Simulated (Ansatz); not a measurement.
# TiAl3: strain energy, fitted

TiAl3, Pm-3m, a = 3.956 Å. This isn't the usual stable structure of the compound. Ansatz: r2SCAN, PAW, 500 eV, Γ-centred 14×14×14 mesh on 4 atoms, Gaussian smearing 0.10 eV; no spin polarisation. Series: strain along c alone, the other axes held, atoms fixed by symmetry; x is the strain in per cent. y is the free energy over the unstrained cell, V0 = 15.474 Å³/atom.

```
x (%) y (meV/atom)
 -6.0             ?
 -4.0         17.06
 -2.0          4.12
  0.0          0.00
  2.0          3.71
  4.0         14.43
  6.0         31.20
```

Task: Fit y = c2 x² + c3 x³ to the other rows, turn c2 into a modulus, and predict the missing energy.

Result: Least squares on the rows shown. y = 0.98552 x² − 0.019932 x³. In eV per unit strain² c2 is 9.855; this is C33 with relaxed ions (E = ½ C33 V0 ε²): 2 × 9.855 × 160.2 / (15.474) = 204 GPa. At x = -6.0 the fit asked for gives 39.78 meV/atom. The run gave 39.94 meV/atom, so the fit is 0.16 meV/atom too low, 0.4 % of the span of the series, against an rms of 0.05 meV/atom on the fitted rows. The row lies outside the fitted range. With a term in x⁴ added, a fit to the same known rows predicts 40.12 meV/atom, which misses by about as much or more on the other side: the known rows don't fix the higher terms.